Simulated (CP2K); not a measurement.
Sn:

```xyz
2
Lattice="4.4550 0.0000 0.0000 -3.3067 2.9854 0.0000 -0.5741 -1.4927 4.1580" Properties=species:S:1:pos:R:3 pbc="T T T"
Sn    0.0000    0.0000    0.0000
Sn    2.2275    0.0000    2.0790
```

Program: CP2K 2026.2. Alike in all runs: task band structure; no spin polarisation; cell as given; k mesh 9 × 9 × 9.

Q: Order these runs on this cell by their pressure, lowest first.
A. level rev-vdW-DF2; potentials or basis POTENTIAL_UZH Sn GTH-PBE-q4; TZVP-MOLOPT-PBE-GTH basis; smearing fermi-dirac 0.05 eV; EPS_DEFAULT 1.0E-10; NGRIDS 4; basis sets Sn TZVP-MOLOPT-PBE-GTH-q4; potentials Sn GTH-PBE-q4 of POTENTIAL_UZH; points a segment of the path (NPOINTS) 8
B. level r2SCAN; potentials or basis POTENTIAL_UZH Sn GTH-SCAN-q4; TZVP-MOLOPT-SCAN-GTH basis; smearing fermi-dirac 0.0259 eV; EPS_DEFAULT 1.0E-9; NGRIDS 5; basis sets Sn TZVP-MOLOPT-SCAN-GTH-q4; potentials Sn GTH-SCAN-q4 of POTENTIAL_UZH; points a segment of the path (NPOINTS) 6
C. level vdW-DF2; potentials or basis POTENTIAL_UZH Sn GTH-PBE-q4; TZVP-MOLOPT-PBE-GTH basis; smearing fermi-dirac 0.05 eV; EPS_DEFAULT 1.0E-10; NGRIDS 4; basis sets Sn TZVP-MOLOPT-PBE-GTH-q4; potentials Sn GTH-PBE-q4 of POTENTIAL_UZH; points a segment of the path (NPOINTS) 8

A: B (-3.5 GPa), A (3.4 GPa), C (7.1 GPa).

Caveats: the basis of atomic orbitals isn't converged, which shifts pressures, moduli and gaps; the potentials were made for another functional, which shifts forces and pressure (some runs).

Not every run made on this cell is shown here.
